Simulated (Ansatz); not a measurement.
The system is NaCl.

```
Cl Na
1.0
     3.50219    0.00000    0.00000
     0.00000    3.50219    0.00000
     0.00000    0.00000    3.50219
Cl Na
1 1
Direct
  0.50000 0.50000 0.50000
  0.00000 0.00000 0.00000
```

Measurements of this composition are mostly on another form, of space group No. 225.

Base run:

```yaml
Program: Ansatz 0.2.0
Functional: PBE0
Potentials_or_basis: all-electron PAW datasets made for the crystal
Cutoff: 200 eV (chosen from the basis error)
k_mesh: 6 × 6 × 6
Occupations: fermi-dirac, width 0.05 eV
Spin: no spin polarisation
```

Its results: band gap on the k mesh 6.01 eV, indirect (least direct gap 6.54 eV); pressure -0.5 GPa.

Q: The run is repeated on the same cell with these changes: functional from PBE0 to HSE06. What comes out?

A: Band gap on the k mesh 5.29 eV, indirect (least direct gap 5.82 eV); pressure -0.4 GPa.

A k mesh can miss the band edges.
